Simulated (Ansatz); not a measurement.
**ZrS2: band structure with PBEsol**

**Measured values to compare with.**

From “Stress-Tuned Optical Transitions in Layered 1T-MX2 (M= Hf, Zr, Sn; X= S, Se) Crystals”, 2022, arxiv:2210.12074, for a bulk crystal of ZrS2: band gap 1.68 eV (indirect).

Crystal: ZrS2.

```
CELL_PARAMETERS angstrom
3.69138 0.00000 0.00000
-1.84569 3.19683 0.00000
0.00000 0.00000 6.04108
ATOMIC_POSITIONS crystal
Zr 0.00000 0.00000 0.00000
S 0.33333 0.66667 0.23791
S 0.66667 0.33333 0.76209
```

The cell is a database's computed one.

* Program: Ansatz 0.2.0
* Task: band structure
* Functional: PBEsol
* Potentials or basis: all-electron LAPW, scalar-relativistic
* Cutoff: 201 eV (chosen from the basis error)
* Basis error allowed: 0.002 eV/atom
* k mesh: 8 × 8 × 5
* Occupations: fermi-dirac, width 0.05 eV
* Spin: no spin polarisation

```
Pressure                : -2.5 GPa
Largest force           : 0.150 eV/Å
Band gap on the k mesh  : 0.98 eV, indirect (least direct gap 1.58 eV)
Band gap along the path : 0.96 eV, indirect (least direct gap 1.58 eV)
```

Forces on the atoms (eV/Å):
```
Zr   0.000  0.000  0.000
S    0.000  0.000 -0.150
S    0.000  0.000  0.150
```

Stress tensor (GPa, compression positive):
```
-3.09  0.00  0.00
 0.00 -3.09  0.00
 0.00  0.00 -1.33
```

Levels at the corners of the path, in eV from the valence-band top:
| point | band 26 | band 27 | band 28 | band 29 | band 30 | band 31 |
| --- | --- | --- | --- | --- | --- | --- |
| Γ | -0.08 | -0.08 | -0.05 | 1.53 | 1.53 | 2.37 |
| M | -2.38 | -1.68 | -1.17 | 1.13 | 3.21 | 3.46 |
| K | -1.99 | -1.99 | -1.43 | 2.14 | 3.15 | 3.15 |
| Γ | -0.08 | -0.08 | -0.05 | 1.53 | 1.53 | 2.37 |
| A | -1.62 | -0.18 | -0.18 | 1.51 | 1.51 | 2.69 |
| L | -2.22 | -0.98 | -0.80 | 0.96 | 3.20 | 3.46 |
| H | -1.88 | -1.75 | -1.75 | 2.24 | 2.89 | 2.89 |
| A | -1.62 | -0.18 | -0.18 | 1.51 | 1.51 | 2.69 |

It took 13 s on 2 threads of Arm Neoverse V2, with other jobs on the host, peak memory 0.34 GiB.

Against the measured gap of ZrS2, 1.68 eV (indirect; quoted in “Stress-Tuned Optical Transitions in Layered 1T-MX2 (M= Hf, Zr, Sn; X= S, Se) Crystals”, 2022, arxiv:2210.12074), the calculated 0.96 eV is off by -0.72 eV. Spin-orbit coupling on Zr is left out. The value is that of PBEsol, without temperature or zero-point motion. Semilocal functionals fall short of measured gaps as a rule. The cell is a database's relaxed one, not the measured one, which moves gaps too.

Caveat: this functional lacks dispersion, which binds the layers, so the pressure and a relaxed spacing across them are unreliable.
